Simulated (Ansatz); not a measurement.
# Gd: one geometry, two states

An SCF can end in more than one state. Here Gd, a crystal from a database, its volume scaled a little, is run from each state found earlier: which lies lowest, and what else changes?

Method: DFT, PBE, with U_eff = 3.57 eV on Gd f, plane waves, PAW, in Ansatz 0.2.0.

## 1. The structure

Symmetry: Im-3m, No. 229, cubic system. The conventional cell has a = 4.068 Å, b = 4.068 Å, c = 4.068 Å, α = 90.00°, β = 90.00°, γ = 90.00°. Around Gd (site symmetry m-3m) lie 8 Gd at 3.52 Å.

Its coordinates follow in the input file.

The states: A, Gd1 up, Gd2 up (collinear spin); B, Gd1 up, Gd2 down (collinear spin). Each run reads its own saved solution as saved_state.

## 2. Run from state A

Input file input.yaml:

```yaml
crystal:
  lattice:
    - [0.0, 4.06814219, 0.0]
    - [2.0340711, -2.0340711, 2.0340711]
    - [-4.06814219, 0.0, 4.06814219]
  atoms:
    - { symbol: Gd, position: [0.0, 0.0, 0.0] }
    - { symbol: Gd, position: [0.5, 0.0, 0.5] }
  symmetry: { detect: false, time_reversal: true }
kpoints:
  mp_grid: { grid: [8, 8, 4], shift: [0, 0, 0] }
  band_path:
    path:
      - [0.0, 0.0, 0.0]
      - [1.0, -0.5, 0.0]
      - [0.5, 0.0, -0.5]
      - [0.0, 0.0, 0.0]
      - [0.5, 0.25, 0.0]
      - [1.0, -0.5, 0.0]
      - [0.5, 0.25, 0.0]
      - [0.5, 0.0, -0.5]
    npoints: 8
magnetization:
  spin_polarized: true
scf:
  occupations: { method: cold, width: 0.1471 }
  lower_state_search: "off"
  max_iter: 200
hamiltonian:
  pseudopotentials: { kind: paw }
  xc: pbe
  hubbard: { projectors: atomic, sites: [{ species: Gd, l: f, u_eff: 3.57 }] }
basis:
  ecutwfc: 420
  fft_grid_basis: typed
output:
  forces: true
  stress: true
  eigenvalues: true
  bader: true
  populations: true
  elf: true
  write_potential: true
  volumetric_format: npy
  dos:
    e_range: [-12, 8]
    de: 0.05
    projected: { site_lists: { Gd: [Gd] } }
checkpoint:
  read: saved_state
```

Launch:

```console
> ansatz run input.yaml --threads 1 --pin off --max-ram 2560MiB --backend cpu --events-out ev --progress --plain --runs-dir out
```

## 4. Run from state B

Edit input.yaml of step 2 so:

```diff
@@ -6,4 +6,4 @@
   atoms:
-    - { symbol: Gd, position: [0.0, 0.0, 0.0] }
-    - { symbol: Gd, position: [0.5, 0.0, 0.5] }
+    - { symbol: Gd, position: [0.0, 0.0, 0.0], spin: 7.0 }
+    - { symbol: Gd, position: [0.5, 0.0, 0.5], spin: -7.0 }
   symmetry: { detect: false, time_reversal: true }
@@ -11,13 +11,2 @@
   mp_grid: { grid: [8, 8, 4], shift: [0, 0, 0] }
-  band_path:
-    path:
-      - [0.0, 0.0, 0.0]
-      - [1.0, -0.5, 0.0]
-      - [0.5, 0.0, -0.5]
-      - [0.0, 0.0, 0.0]
-      - [0.5, 0.25, 0.0]
-      - [1.0, -0.5, 0.0]
-      - [0.5, 0.25, 0.0]
-      - [0.5, 0.0, -0.5]
-    npoints: 8
 magnetization:
```

(Steps that only read results are left out.)

Before running it: what results should come out? Wanted: for each run, free energy; largest site moment; size of the net moment; gap; pressure; largest force.

**Answer**, as computed:

| state | free energy (meV/atom) | largest site moment (μB) | size of the net moment (μB/cell) | gap (eV) | pressure (GPa) | largest force (eV/Å) | SCF cycles |
| --- | --- | --- | --- | --- | --- | --- | --- |
| A | 0.0 | 7.54 | 15.82 | metal | -0.2 | 0.00 | 9 |
| B | 68.6 | 7.41 | 0.00 | metal | -0.5 | 0.00 | 8 |

State A wins by 68.6 meV per atom over B. Every run converged, so convergence alone does not show that a state is the lowest.
